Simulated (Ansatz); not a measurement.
Li2O:
```
Li2O
1.0
    0.00000     2.24699     2.24699
    2.24699     0.00000     2.24699
    2.24699     2.24699     0.00000
O Li
1 2
Cartesian
  0.00000   0.00000   0.00000
  1.12350   1.12350   1.12350
  3.37049   3.37049   3.37049
```

Relaxed with LDA.

Q: Give the optical modes at the zone centre with their infrared and Raman activity from DFPT, DFT-LDA in the program Ansatz with PAW potentials.

A: Transverse frequencies, without the LO–TO term; a row sums one degenerate level.

```csv
ω (cm⁻¹),degeneracy,IR ((D/Å)²/amu),Raman (Å⁴/amu),activity,symmetry
479,3,29.28,0,IR,T1u
561,3,0.00,4.8,Raman,T2g
```

Q: How high does the top mode go among those that the LO–TO term moves?

A: 738 cm⁻¹ for q along x.

Space group Fm-3m (anti-fluorite). Symmetry was held in the LDA relaxation; phonons on a q-mesh show no instability.

Potentials: the later of the program's two PAW sets.
